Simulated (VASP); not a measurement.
# Al (Pm-3m) in VASP: a series of runs

The runs below take Al through single point, with RPBE.

Everything below comes from runs of VASP 6.6.1. Logs are shortened: lines on timing, memory, paths and dates and some standing lists are left out, and cuts for length are marked.

### Step 1. Starting point

Symmetry: Pm-3m, No. 221, cubic system. The conventional cell has a = 2.739 Å, b = 2.739 Å, c = 2.739 Å, α = 90.00°, β = 90.00°, γ = 90.00°. Al (site symmetry m-3m) is surrounded by 6 Al at 2.74 Å.

This isn't the form of Al at room conditions, which is fcc.

### Step 2. Single point, RPBE

Contents of INCAR:

```
SYSTEM = Al
PREC     = Accurate       ! precision mode
ENCUT    = 520            ! plane-wave cutoff, eV
EDIFF    = 1E-6           ! SCF threshold, eV
ISMEAR   = -1             ! smearing method
SIGMA    = 0.1            ! smearing width, eV
LREAL    = .FALSE.        ! projectors in reciprocal space
LASPH    = .TRUE.         ! aspherical terms in the spheres
NELM     = 80             ! most SCF steps
ALGO     = Normal         ! electronic algorithm
ISIF     = 2              ! what is computed and relaxed
LWAVE    = .FALSE.        ! write WAVECAR
LCHARG   = .FALSE.        ! write CHGCAR
GGA      = RP             ! functional
NBANDS   = 8              ! bands
```

Contents of KPOINTS:

```
Automatic mesh
0
G
  19 19 19
  0 0 0
```

Contents of POSCAR:

```
Al
1.0
    2.7393235938      0.0000000000      0.0000000000
    0.0000000000      2.7393235938      0.0000000000
    0.0000000000      0.0000000000      2.7393235938
Al
1
Direct
    0.0000000000      0.0000000000      0.0000000000
```

Potentials or basis: VASP PAW PBE potentials, release 64 (Al).

Started as:

```sh
$ cat potpaw_PBE.64/Al/POTCAR > POTCAR
$ mpirun -np 1 vasp_std > vasp.out
```

OUTCAR:

```text
SYSTEM = Al
   PREC = Accurate
   ENCUT = 520
   EDIFF = 1E-6
   ISMEAR = -1
   LREAL = .FALSE.
   LASPH = .TRUE.
   NELM = 80
   ISIF = 2
   GGA = RP

 ion  position               nearest neighbor table
   1  0.000  0.000  0.000-

  LATTYP: Found a simple cubic cell.
 ALAT       =     2.7393235938

  Lattice vectors:

 A1 = (   2.7393235938,   0.0000000000,   0.0000000000)
 A2 = (   0.0000000000,   2.7393235938,   0.0000000000)
 A3 = (   0.0000000000,   0.0000000000,   2.7393235938)

Analysis of symmetry for initial positions (statically):
=====================================================================
 Subroutine PRICEL returns:
 Original cell was already a primitive cell.

 Routine SETGRP: Setting up the symmetry group for a
 simple cubic supercell.

 Subroutine GETGRP returns: Found 48 space group operations
 (whereof 48 operations were pure point group operations)
 out of a pool of 48 trial point group operations.

The static configuration has the point symmetry O_h .

Analysis of symmetry for dynamics (positions and initial velocities):
=====================================================================
 Subroutine PRICEL returns:
 Original cell was already a primitive cell.

 Routine SETGRP: Setting up the symmetry group for a
 simple cubic supercell.

 Subroutine GETGRP returns: Found 48 space group operations
 (whereof 48 operations were pure point group operations)
 out of a pool of 48 trial point group operations.

The dynamic configuration has the point symmetry O_h .

 Subroutine INISYM returns: Found 48 space group operations
 (whereof 48 operations are pure point group operations),
 and found     1 'primitive' translations

----------------------------------------------------------------------------------------

                                     Primitive cell

  volume of cell :      20.5556

  direct lattice vectors                    reciprocal lattice vectors
     2.739323594  0.000000000  0.000000000     0.365053622  0.000000000  0.000000000
     0.000000000  2.739323594  0.000000000     0.000000000  0.365053622  0.000000000
     0.000000000  0.000000000  2.739323594     0.000000000  0.000000000  0.365053622

  length of vectors
     2.739323594  2.739323594  2.739323594     0.365053622  0.365053622  0.365053622

  position of ions in fractional coordinates (direct lattice)
     0.000000000  0.000000000  0.000000000

  ion indices of the primitive-cell ions
   primitive index   ion index
                 1           1

----------------------------------------------------------------------------------------

 KPOINTS: Automatic mesh

Automatic generation of k-mesh.
 Grid dimensions read from file:
 generate k-points for:   19   19   19

 Generating k-lattice:

  Cartesian coordinates                     Fractional coordinates (reciprocal lattice)
     0.019213349  0.000000000  0.000000000     0.052631579  0.000000000  0.000000000
     0.000000000  0.019213349  0.000000000     0.000000000  0.052631579  0.000000000
     0.000000000  0.000000000  0.019213349     0.000000000  0.000000000  0.052631579

  Length of vectors
     0.019213349  0.019213349  0.019213349

  Shift w.r.t. Gamma in fractional coordinates (k-lattice)
     0.000000000  0.000000000  0.000000000

 Subroutine IBZKPT returns following result:
 ===========================================

 Found    220 irreducible k-points:

 Following reciprocal coordinates:
            Coordinates               Weight
  0.000000  0.000000  0.000000      1.000000
  0.052632  0.000000  0.000000      6.000000
  0.105263  0.000000  0.000000      6.000000
  0.157895  0.000000  0.000000      6.000000
  0.210526  0.000000  0.000000      6.000000
  0.263158  0.000000  0.000000      6.000000
[... 16 lines left out ...]
  0.263158  0.105263  0.000000     24.000000
  0.315789  0.105263  0.000000     24.000000
 [... further k-points ...]
   k-points           NKPTS =    220   k-points in BZ     NKDIM =    220   number of bands    NBANDS=      8
   number of dos      NEDOS =    301   number of ions     NIONS =      1
   total plane-waves  NPLWV =   8000
   dimension x,y,z NGX =    20 NGY =   20 NGZ =   20
   dimension x,y,z NGXF=    40 NGYF=   40 NGZF=   40
   ions per type =               1
   NGX,Y,Z   is equivalent  to a cutoff of  12.14, 12.14, 12.14 a.u.
   NGXF,Y,Z  is equivalent  to a cutoff of  24.28, 24.28, 24.28 a.u.
 SYSTEM =  Al
   PREC   = accura    normal or accurate (medium, high low for compatibility)
   ISTART =      0    job   : 0-new  1-cont  2-samecut
   ICHARG =      2    charge: 1-file 2-atom 10-const
   ISPIN  =      1    spin polarized calculation?
   LNONCOLLINEAR =      F non collinear calculations
   LSORBIT =      F    spin-orbit coupling
   LASPH  =      T    aspherical Exc in radial PAW
   ENCUT  =  520.0 eV  38.22 Ry    6.18 a.u.   5.09  5.09  5.09*2*pi/ulx,y,z
   NELM   =     80;   NELMIN=  2; NELMDL= -5     # of ELM steps
   EDIFF  = 0.1E-05   stopping-criterion for ELM
   LREAL  =      F    real-space projection
   EDIFFG = 0.1E-04   stopping-criterion for IOM
   NSW    =      0    number of steps for IOM
   IBRION =     -1    ionic relax: 0-MD 1-quasi-New 2-CG
   NFREE  =      0    steps in history (QN), initial steepest desc. (CG)
   ISIF   =      2    stress and relaxation
   ISYM   =      2    0-nonsym 1-usesym 2-fastsym
   POTIM  = 0.5000    time-step for ionic-motion
   TEBEG  =    0.0;   TEEND  =   0.0 temperature during run
   PSTRESS=    0.0 pullay stress
   NELECT =       3.0000    total number of electrons
   NUPDOWN=      -1.0000    fix difference up-down
   EMIN   =  10.00;   EMAX   =-10.00  energy-range for DOS
   EFERMI =   0.00;   METHOD = LEGACY
   ISMEAR =    -1;   SIGMA  =   0.10  broadening in eV -4-tet -1-fermi 0-gaus
   EFERMI_NEDOS =   21; number of points for ismear=-14 and -15
   IALGO  =     38    algorithm
   IMIX   =      4    mixing-type and parameters
     AMIX     =   0.40;   BMIX     =  1.00
     AMIX_MAG =   1.60;   BMIX_MAG =  1.00
  volume/ion in A,a.u.               =      20.56       138.72
  Fermi-wavevector in a.u.,A,eV,Ry     =   0.861930  1.628811 10.108081  0.742923
  Thomas-Fermi vector in A             =   1.979657
   LORBIT       =      0    0 simple, 1 ext, 2 COOP (PROOUT), +10 PAW based schemes
   GGA     = RP    functional components
   LHFCALC =     F    Hartree Fock is set to
   AEXX    =    0.0000 exact exchange contribution
   IVDW    =     0    specifies the selected vdW correction
   LEPSILON=     F    determine dielectric tensor
   LRPA    =     F    only Hartree local field effects (RPA)
 non-spin polarized calculation
  energy-cutoff  :      520.00
  volume of cell :       20.56
 maximum number of plane-waves:       564
   NGX = 11   NGY = 11   NGZ = 11

 number of electron       3.0000000 magnetization

 Free energy of the ion-electron system (eV)
  ---------------------------------------------------
  ext. energy  EPLUGINS =         0.00000000
  ---------------------------------------------------
  free energy    TOTEN  =        -3.14445178 eV

  energy without entropy =       -3.12718983  energy(sigma->0) =       -3.13582080

 E-fermi :   5.5500     XC(G=0):  -9.3074

 val. band max:        5.5199422169   @ k =   0.3684   0.3158   0.0526
 cond. band min:       5.5591055214   @ k =   0.3158   0.1579   0.0526
 fundamental gap:      0.0391633045
 Fermi energy:         5.5499672794

 k-point     1 :       0.0000    0.0000    0.0000
  band No.  band energies     occupation
      1      -3.8670      2.00000
      2      13.4753      0.00000
      3      13.4753      0.00000
      4      14.5927      0.00000
      5      14.5927      0.00000
      6      14.5927      0.00000
      7      20.7754      0.00000
      8      29.2684      0.00000

 k-point     2 :       0.0526    0.0000    0.0000
  band No.  band energies     occupation
      1      -3.8130      2.00000
      2      12.3898      0.00000
      3      13.5208      0.00000
      4      14.6383      0.00000
      5      14.6383      0.00000
      6      15.5718      0.00000
      7      21.0033      0.00000
      8      28.7928      0.00000

 k-point     3 :       0.1053    0.0000    0.0000
  band No.  band energies     occupation
      1      -3.6511      2.00000
      2      10.8690      0.00000
      3      13.6562      0.00000
      4      14.7750      0.00000
      5      14.7750      0.00000
      6      16.7517      0.00000
      7      21.7024      0.00000
      8      27.7029      0.00000

 k-point     4 :       0.1579    0.0000    0.0000
  band No.  band energies     occupation
      1      -3.3819      2.00000
      2       9.3391      0.00000
      3      13.8781      0.00000
      4      15.0026      0.00000
      5      15.0026      0.00000
      6      17.7082      0.00000
      7      22.8486      0.00000
      8      26.4074      0.00000

 k-point     5 :       0.2105    0.0000    0.0000
  band No.  band energies     occupation
      1      -3.0065      2.00000
      2       7.8515      0.00000
      3      14.1794      0.00000
      4      15.3204      0.00000
      5      15.3204      0.00000
      6      18.4858      0.00000
      7      24.2849      0.00000
      8      25.0835      0.00000

 k-point     6 :       0.2632    0.0000    0.0000
  band No.  band energies     occupation
      1      -2.5264      2.00000
      2       6.4284      0.00031
      3      14.5479      0.00000
      4      15.7270      0.00000
      5      15.7270      0.00000
      6      19.1842      0.00000
      7      23.8000      0.00000
      8      23.8000      0.00000

 k-point     7 :       0.3158    0.0000    0.0000
  band No.  band energies     occupation
      1      -1.9444      2.00000
      2       5.0835      1.98134
      3      14.9620      0.00000
      4      16.2194      0.00000
      5      16.2194      0.00000
      6      19.8664      0.00000
      7      22.5891      0.00000
      8      22.5891      0.00000
[... 133 lines left out ...]
 k-point    20 :       0.1053    0.1053    0.0000
  band No.  band energies     occupation
      1      -3.4354      2.00000
      2      10.6044      0.00000
      3      11.6806      0.00000
      4      14.9570      0.00000
      5      15.7135      0.00000
      6      18.2299      0.00000
      7      22.3211      0.00000
      8      25.7940      0.00000

 k-point    21 :       0.1579    0.1053    0.0000
  band No.  band energies     occupation
      1      -3.1665      2.00000
      2       9.4295      0.00000
      3      11.5767      0.00000
      4      15.1841      0.00000
      5      16.0264      0.00000
      6      19.2818      0.00000
      7      23.1041      0.00000
      8      24.5079      0.00000

 k-point    22 :       0.2105    0.1053    0.0000
  band No.  band energies     occupation
      1      -2.7915      2.00000
      2       8.0093      0.00000
      3      11.8419      0.00000
      4      15.5012      0.00000
      5      16.3640      0.00000
      6      20.1145      0.00000
      7      22.8251      0.00000
      8      24.6892      0.00000

 k-point    23 :       0.2632    0.1053    0.0000
  band No.  band energies     occupation
      1      -2.3119      2.00000
      2       6.6097      0.00005
      3      12.2331      0.00000
      4      15.9069      0.00000
      5      16.7415      0.00000
      6      20.6859      0.00000
      7      21.7333      0.00000
      8      23.9517      0.00000

 k-point    24 :       0.3158    0.1053    0.0000
  band No.  band energies     occupation
      1      -1.7306      2.00000
      2       5.2757      1.87895
      3      12.7108      0.00000
      4      16.3980      0.00000
      5      17.1211      0.00000
      6      20.2849      0.00000
      7      21.6153      0.00000
      8      22.7504      0.00000

 [... further k-points ...]
[... 5 lines left out ...]
  --------------------------------------------------------------------------------------
  -------------------------------------------------------------------------------------
  Total       -0.0105692     -0.0105692     -0.0105692      0.0000000      0.0000000     -0.0000000
  in kB       -0.8238037     -0.8238037     -0.8238037      0.0000000      0.0000000     -0.0000000
  external PRESSURE =      -0.8238037 kB  Pullay stress =       0.0000000 kB

 VOLUME and BASIS-vectors are now :
 -----------------------------------------------------------------------------
  energy-cutoff  :      520.00
  volume of cell :       20.56
      direct lattice vectors                 reciprocal lattice vectors
     2.739323594  0.000000000  0.000000000     0.365053622  0.000000000  0.000000000
     0.000000000  2.739323594  0.000000000     0.000000000  0.365053622  0.000000000
     0.000000000  0.000000000  2.739323594     0.000000000  0.000000000  0.365053622

 POSITION                                       TOTAL-FORCE (eV/Angst)
 -----------------------------------------------------------------------------------
      0.00000      0.00000      0.00000         0.000000      0.000000      0.000000
 -----------------------------------------------------------------------------------
    total drift:                               -0.000000     -0.000000      0.000000

  FREE ENERGIE OF THE ION-ELECTRON SYSTEM (eV)
  ---------------------------------------------------
  free  energy   TOTEN  =        -3.1444517763 eV

  energy  without entropy=       -3.1271898284  energy(sigma->0) =       -3.13582080
```

Run time: 19 s. Hardware: 1 thread of Intel Xeon Platinum 8175M at 2.50GHz (Skylake/Cascade Lake), shared host; peak memory 0.14 GiB.

Results:

```yaml
Free_energy: -3.1445 eV
Pressure: -0.1 GPa
Band_gap_on_the_k_mesh: none (metal or under the smearing width)
```

Levels at points of the mesh, in eV from the Fermi level:
| k point | band 1 | band 2 | band 3 | band 4 | band 5 |
| --- | --- | --- | --- | --- | --- |
| (0.00, 0.00, 0.00) | -9.42 | 7.93 | 7.93 | 9.04 | 9.04 |

Caveat: the PAW data sets were made with another functional, which shifts forces and pressure a little.

### Step 3. Single point, RPBE

Contents of INCAR:

```
  ALGO = Normal
  EDIFF = 1E-6
  ENCUT = 520
  GGA = RP
  ISIF = 2
  ISMEAR = -1
  LASPH = T
  LCHARG = F
  LREAL = F
  LWAVE = F
  NBANDS = 8
  NELM = 100
  PREC = Accurate
  SIGMA = 0.1
```

Contents of KPOINTS:

```
k-points
0
Gamma
  13 13 13
```

POSCAR is that of step 2.

Potentials or basis: VASP PAW PBE potentials, release 64 (Al).

Started as:

```sh
$ cat potpaw_PBE.64/Al/POTCAR > POTCAR
$ mpirun -np 1 vasp_std > vasp.out
```

Wall time 7.8 s (1 thread of Intel Xeon Platinum 8175M at 2.50GHz (Skylake/Cascade Lake), shared host); peak memory 0.12 GiB.

Results (log left out):

```
Free energy            : -3.1409 eV
Pressure               : -0.1 GPa
Band gap on the k mesh : none (metal or under the smearing width)
```

Levels at points of the mesh, in eV from the Fermi level:
```
           k point  band 1  band 2  band 3  band 4
(0.00, 0.00, 0.00)   -9.43    7.91    7.91    9.03
```

Caveat: the PAW data sets were made with another functional, which shifts forces and pressure a little.

### Step 4. Single point, RPBE

This run uses another cell than the first one, of 18.91 Å³/atom, 0.920 times its volume.

Contents of INCAR:

```
SYSTEM = Al
PREC     = Accurate       ! precision mode
ENCUT    = 520            ! plane-wave cutoff, eV
EDIFF    = 1E-6           ! SCF threshold, eV
ISMEAR   = -1             ! smearing method
SIGMA    = 0.1            ! smearing width, eV
LREAL    = .FALSE.        ! projectors in reciprocal space
LASPH    = .TRUE.         ! aspherical terms in the spheres
NELM     = 60             ! most SCF steps
ALGO     = Fast           ! electronic algorithm
ISIF     = 2              ! what is computed and relaxed
LWAVE    = .FALSE.        ! write WAVECAR
LCHARG   = .FALSE.        ! write CHGCAR
GGA      = RP             ! functional
NBANDS   = 8              ! bands
```

Contents of KPOINTS:

```
regular mesh
0
G
  13 13 13
  0 0 0
```

Contents of POSCAR:

```
Al
1.0
    2.6642355187      0.0000000000      0.0000000000
    0.0000000000      2.6642355187      0.0000000000
    0.0000000000      0.0000000000      2.6642355187
Al
1
Direct
    0.0000000000      0.0000000000      0.0000000000
```

Started as:

```sh
$ cat potpaw_PBE.64/Al/POTCAR > POTCAR
$ mpirun -np 1 vasp_std > vasp.out
```

Wall time 9.3 s (1 thread of Intel Xeon Platinum 8175M at 2.50GHz (Skylake/Cascade Lake), shared host); peak memory 0.12 GiB.

Results (log left out):

```
Free energy            : -3.1159 eV
Pressure               : 5.4 GPa
Band gap on the k mesh : none (metal or under the smearing width)
```

Levels at points of the mesh, in eV from the Fermi level:
```
           k point  band 1  band 2  band 3  band 4  band 5  band 6
(0.00, 0.00, 0.00)   -9.92    8.12    8.12    9.66    9.66    9.66
```

Caveat: the PAW data sets were made with another functional, which shifts forces and pressure a little.

### Step 5. Summary

| cell | k mesh | gap on the mesh (eV) | pressure (GPa) |
| --- | --- | --- | --- |
| Pm-3m, 20.56 Å³/atom | 19 × 19 × 19 | none | -0.1 |
| Pm-3m, 20.56 Å³/atom | 13 × 13 × 13 | none | -0.1 |
| Pm-3m, 18.91 Å³/atom | 13 × 13 × 13 | none | 5.4 |

Alike in all rows: task single point; level RPBE; potentials or basis VASP PAW PBE potentials, release 64 (Al); no spin polarisation; cutoff (eV) 520; smearing fermi-dirac 0.1 eV.

Every run on the cell as given and a fine mesh finds a metal.

Caveats: the PAW data sets were made with another functional, which shifts forces and pressure a little.

Absolute energies hang on the potentials; compare differences alone.
